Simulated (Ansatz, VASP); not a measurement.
# One calculation of BN, two programs

The input POSCAR:

```
BN
1.0
    2.5401974687      0.0000000000      0.0000000000
   -1.2700987344      2.1998755386      0.0000000000
    0.0000000000      0.0000000000      4.0795312447
B N
2 2
Direct
    0.0000000000      0.0000000000      0.0000000000
    0.0000000000      0.0000000000      0.5000000000
    0.3333333333      0.6666666667      0.2500000000
    0.6666666667      0.3333333333      0.7500000000
```

Contents of INCAR.step1:

```
SYSTEM = BN
PREC = Accurate ; ENCUT = 520
ISMEAR = 0 ; SIGMA = 0.01
LREAL = .False. ; LASPH = .True.
NELM = 60 ; NBANDS = 16
GGA = PE ; ALGO = Normal
EDIFF = 1E-4 ; LWAVE = .True.
LCHARG = .False.
```

Contents of INCAR.step2:

```
SYSTEM = BN
PREC = Accurate ; ENCUT = 520
EDIFF = 1E-7 ; ISMEAR = 0
SIGMA = 0.01 ; LREAL = .False.
LASPH = .True. ; NELM = 60
ALGO = Normal ; ISIF = 2
LWAVE = .False. ; LCHARG = .False.
METAGGA = R2SCAN ; LMIXTAU = .True.
NBANDS = 16 ; ISTART = 1
```

KPOINTS

```
Automatic mesh
0
Gamma
  9 9 6
  0 0 0
```

Input for Ansatz:

```yaml
crystal:
  lattice:
    - [2.5401974687, 0.0, 0.0]
    - [-1.2700987344, 2.1998755386, 0.0]
    - [0.0, 0.0, 4.0795312447]
  atoms:
    - { symbol: B, position: [0.0, 0.0, 0.0] }
    - { symbol: B, position: [0.0, 0.0, 0.5] }
    - { symbol: "N", position: [0.3333333333, 0.6666666667, 0.25] }
    - { symbol: "N", position: [0.6666666667, 0.3333333333, 0.75] }
kpoints:
  mp_grid: { grid: [9, 9, 6] }
hamiltonian:
  xc: r2scan
scf:
  occupations: { method: fixed }
  n_extra_bands: 5
output:
  forces: true
  stress: true
  eigenvalues: true
```

Alike in both runs: task single point; functional r2SCAN; k mesh 9 × 9 × 6; no spin polarisation.

|  | VASP | Ansatz |
| --- | --- | --- |
| version | VASP 6.6.1 | Ansatz 0.2.0 |
| potentials or method | VASP PAW PBE potentials, release 64 (B, N) | plane waves, PAW |
| plane-wave cutoff (eV) | 520 | 500 |
| occupations | gaussian, width 0.01 eV | fixed |
| valence electrons in the cell | 16 | 16 |

Ansatz gave:

- gap on the k mesh at the Fermi level (eV): 1.50
- pressure (GPa): -20.3
- largest component of the traceless stress (GPa): 1.35

Question: Which values does VASP return?

Answer: gap on the k mesh at the Fermi level (eV): 1.49; pressure (GPa): -20.2; largest component of the traceless stress (GPa): 1.44.

Caveats: so large a pressure means that the cell lies far from this level's equilibrium, or that cutoff or potentials fall short (VASP); the potentials were made for another functional, which shifts forces and pressure (VASP); an odd mesh through Γ misses points on the zone boundary, where band edges often lie. r2SCAN opens gaps a little over a GGA but as a rule still falls short of measured ones.
